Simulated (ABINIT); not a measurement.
**How far to go with the plane-wave cutoff: LiI (I4mm, 2 atoms in the cell)**

```yaml
crystal:
  lattice:
    - [0.00000, 3.02505, 3.02505]
    - [3.02505, 0.00000, 3.02505]
    - [3.02505, 3.02505, 0.00000]
  atoms:
    - { symbol: Li, position: [0.00826, 0.00826, 0.99174] }
    - { symbol: I, position: [0.50000, 0.50000, 0.50000] }
```

Computed with PBE, norm-conserving pseudopotentials (PseudoDojo nc-sr-05 PBE standard) (plane waves; ABINIT 10.0.3).

Base settings: pseudos = [Li.upf, I.upf]; ecut = 1007 eV; occopt = 3; tsmear = 0.05 eV; ngkpt = 3 3 3; nshiftk = 1; shiftk = 0 0 0; potentials = PseudoDojo nc-sr-05 PBE standard; nband = 10; kptopt = 1.

The second cell is the first with its lattice scaled by 0.98.

The mesh stays at the base's, so the ladder's end is converged at best in this setting alone.

Only quantities that move along the ladder and can be compared are tabulated; the gap is left out on so coarse a mesh.

The count of work is k-points × plane waves × bands × iterations; it is no time. 

The starting cell has typed, rounded lattice constants, without a prior relaxation at this level. Its lattice was rescaled by up to half a per cent. One atom was moved a little off its site on purpose.

| ecut | free energy less the last step's (meV/atom) | energy of the compressed cell less the first (meV/atom) | pressure (GPa) | count of work / last |
|---|---|---|---|---|
| 354 eV | 3347.21 | -64.59 | -42.03 | 0.051 |
| 408 eV | 1961.68 | 9.71 | -30.11 | 0.063 |
| 463 eV | 1114.49 | 8.23 | -20.32 | 0.077 |
| 490 eV | 848.46 | 3.97 | -16.63 | 0.082 |
| 544 eV | 457.70 | 9.37 | -10.35 | 0.097 |
| 599 eV | 242.08 | 7.82 | -6.21 | 0.11 |
| 707 eV | 56.92 | 14.27 | -1.73 | 0.14 |
| 816 eV | 9.74 | 11.94 | -0.06 | 0.18 |
| 898 eV | 1.93 | 12.24 | 0.36 | 0.21 |
| 1007 eV | 0.41 | 12.23 | 0.50 | 0.24 |
| 1116 eV | 0.32 | 12.23 | 0.50 | 0.28 |
| 1197 eV | 0.21 | 12.22 | 0.50 | 0.32 |
| 1361 eV | 0.12 | 12.22 | 0.50 | 0.38 |
| 1524 eV | 0.10 | 12.22 | 0.50 | 0.45 |
| 1769 eV | 0.04 | 12.21 | 0.50 | 0.57 |
| 2014 eV | 0.03 | 12.21 | 0.50 | 0.76 |
| 2422 eV | 0.00 | 12.20 | 0.50 | 1.0 |

Coarsest ecut that holds the free energy within 5 meV/atom of the last step, with all finer ones: 898 eV, at 0.21 of the last step's count of work; the step before is off by 9.7 meV/atom.

Coarsest ecut that holds the energy of the compressed cell less the first within 0.2 meV/atom of the last step, with all finer ones: 898 eV, at 0.21 of the last step's count of work; the step before is off by 0.26 meV/atom.

Coarsest ecut that holds the pressure within 0.05 GPa of the last step, with all finer ones: 1007 eV, at 0.24 of the last step's count of work; the step before is off by 0.14 GPa.

The energy difference between the two cells stays within 1 meV/atom of the last step's from 816 eV on, the total only from 1007 eV on: much of the error is common to both cells and cancels.

At the lowest cutoff the pressure lies 42.5 GPa under the last step's, the usual sign of Pulay stress in an incomplete plane-wave basis.
